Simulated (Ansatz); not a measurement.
# SrO: the cost of one run

Program: Ansatz 0.2.0. Level of theory: DFT PBE, scalar-relativistic, plane waves, PAW. These are calculated values, not measurements.

### Step 1. The starting structure

Symmetry: P6_3mc, No. 186, hexagonal system. Conventional cell: a = 4.275 Å, b = 4.275 Å, c = 5.156 Å, α = 90.00°, β = 90.00°, γ = 120.00°. Around Sr (site symmetry 3m) lie 5 O at 2.47 to 2.58 Å. O (site symmetry 3m) has 5 Sr at 2.47 to 2.58 Å as nearest neighbours.

Coordinates:

```
CELL_PARAMETERS angstrom
4.27547 0.00000 0.00000
-2.13773 3.70266 0.00000
0.00000 0.00000 5.15559
ATOMIC_POSITIONS crystal
Sr 0.33333 0.66667 0.93813
Sr 0.66667 0.33333 0.43813
O 0.33333 0.66667 0.43687
O 0.66667 0.33333 0.93687
```

The structure comes from the Materials Project (structure only).

### Step 2. A change within a subgroup

What differs from the listed cell: strain xx, yy, zz, yz, xz, xy = +0.6, +0.6, -8.4, +0.0, +0.0, +0.0 %; atoms moved by 0.03 Å root mean square, at most 0.04 Å.

input.yaml reads:

```yaml
crystal:
  lattice:
    - [4.3007342712, 0.0, 0.0]
    - [-2.1503671356, 3.7245451338, 0.0]
    - [0.0, 0.0, 4.7220610073]
  atoms:
    - { symbol: Sr, position: [0.33333333, 0.66666667, 0.9459226682] }
    - { symbol: Sr, position: [0.66666667, 0.33333333, 0.43854189] }
    - { symbol: O, position: [0.33333333, 0.66666667, 0.4372849736] }
    - { symbol: O, position: [0.66666667, 0.33333333, 0.9282504682] }
basis:
  ecutwfc: 420
kpoints:
  mp_grid: { grid: [9, 9, 6] }
hamiltonian:
  xc: pbe
scf:
  occupations: { method: gaussian, width: 0.02 }
output:
  forces: true
  stress: true
  eigenvalues: true
```

Run with:

```
> ansatz run input.yaml --threads 1 --pin off --max-ram 1331MiB --backend cpu --events-out ev --progress --plain --runs-dir out
```

What time and memory should one allow on 1 thread of an x86-64 CPU, shared host?

About 16 s, with a peak of 0.4 GiB.
